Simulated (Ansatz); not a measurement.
# GaN: how the settings move a single-point run

Aim: see which settings change the result for GaN, by how much, and at what cost. The cell is built on a prototype (CsCl type) and needn't be the phase found in nature.

Method: reference: DFT, r2SCAN, plane waves, PAW, in Ansatz 0.2.0.

1 further run of the same task is left out (it didn't finish).

### Step 1. Starting point

It takes space group Pm-3m (No. 221, cubic). The conventional cell has a = 2.696 Å, b = 2.696 Å, c = 2.696 Å, α = 90.00°, β = 90.00°, γ = 90.00°. Ga (site symmetry m-3m) has 8 N at 2.33 Å as nearest neighbours. N (site symmetry m-3m) is surrounded by 8 Ga at 2.33 Å.

Structure file:

```cif
data_structure
_symmetry_space_group_name_H-M 'P 1'
_symmetry_Int_Tables_number 1
_cell_length_a 2.6956
_cell_length_b 2.6956
_cell_length_c 2.6956
_cell_angle_alpha 90.000
_cell_angle_beta 90.000
_cell_angle_gamma 90.000
_cell_volume 19.59
loop_
_atom_site_label
_atom_site_type_symbol
_atom_site_fract_x
_atom_site_fract_y
_atom_site_fract_z
_atom_site_occupancy
Ga1 Ga 0.00000 0.00000 0.00000 1
N1 N 0.50000 0.50000 0.50000 1
```

### Step 2. Baseline

Contents of input.yaml:

```yaml
crystal:
  lattice:
    - [2.6955547957, 0.0, 0.0]
    - [0.0, 2.6955547957, 0.0]
    - [0.0, 0.0, 2.6955547957]
  atoms:
    - { symbol: Ga, position: [0.0, 0.0, 0.0] }
    - { symbol: "N", position: [0.5, 0.5, 0.5] }
kpoints:
  mp_grid: { grid: [6, 6, 6] }
hamiltonian:
  xc: r2scan
scf:
  occupations: { method: fermi_dirac, width: 0.02 }
  n_extra_bands: 4
output:
  forces: true
  stress: true
  eigenvalues: true
```

Run with:

```sh
$ ansatz run input.yaml --threads 4 --pin off --max-ram 3686MiB --backend cpu --events-out ev --progress --plain --runs-dir out
```

### Step 3. Changed: occupations.method cold, occupations.width 0.001

Changes to input.yaml since step 2:

```diff
@@ -13,3 +13,3 @@
 scf:
-  occupations: { method: fermi_dirac, width: 0.02 }
+  occupations: { method: cold, width: 0.001 }
   n_extra_bands: 4
```

Q: Predict the outcome of this session. Wanted: for each run, ending; energy change; pressure; gap; force.

The runs gave:

```
                                                run     ending        energy change  pressure (GPa)  gap (eV)  force (eV/Å)  cycles  time
                                          reference  converged                    0             0.4      0.00          0.00       7   1 s
1: occupations.method cold, occupations.width 0.001  converged  +0.5 meV/atom (σ→0)             0.5      0.00          0.00       8   1 s
```

Residual by cycle in the longest SCF loop of each run; runs are numbered as in the table. The quantity is the density residual dr2, in eV.

```
cycle  reference    run 1
    1     0.0123   0.0124
    2     0.0069  0.00318
    3    0.00146   7.3e-4
    4     1.5e-4   8.7e-5
    5     1.2e-6   3.2e-6
    6     6.4e-7   7.0e-7
    7     1.4e-9   1.4e-7
    8          -   1.1e-8
```

What this shows: Changing the smearing hardly moves the energy: +0.5 meV/atom. Cost: 8 SCF cycles against 7. Semilocal functionals close small gaps, so the missing gap need not be the real solid's.
